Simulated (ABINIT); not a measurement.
BP:

```
CELL_PARAMETERS angstrom
0.00000 2.26900 2.26900
2.26900 0.00000 2.26900
2.26900 2.26900 0.00000
ATOMIC_POSITIONS crystal
P 0.75000 0.75000 0.75000
B 0.00000 0.00000 0.00000
```

- Program: ABINIT 10.8.3 (patched build)
- Task: relaxation of cell and atoms
- Functional: LDA
- Potentials or basis: PseudoDojo NC SR LDA v0.4.1 standard
- Cutoff: 1034 eV
- k mesh: 8 × 8 × 8
- Occupations: fermi-dirac, width 0.05 eV
- Spin: no spin polarisation

At the start: pressure -5.5 GPa; volume 11.68 Å³/atom.

Question: How do energy, volume and symmetry change on relaxing?

Answer: Over 4 steps the energy falls by 6.8 meV/atom and the volume is 11.30 Å³/atom (-3.3 %); space group F-43m (No. 216, to 0.05 Å).

Step by step:
```
step  energy change (eV)  largest force (eV/Å)  pressure (GPa)  volume (Å³)
   1              0.0000                0.0000           -5.52        23.36
   2             -0.0103                0.0000           -2.83        22.97
   3             -0.0137                0.0000            0.11        22.58
   4             -0.0137                0.0000            0.00        22.59
```

Final structure:
```yaml
crystal:
  lattice:
    - [0.00000, 2.24370, 2.24370]
    - [2.24370, 0.00000, 2.24370]
    - [2.24370, 2.24370, 0.00000]
  atoms:
    - { symbol: P, position: [0.75000, 0.75000, 0.75000] }
    - { symbol: B, position: [0.00000, 0.00000, 0.00000] }
```
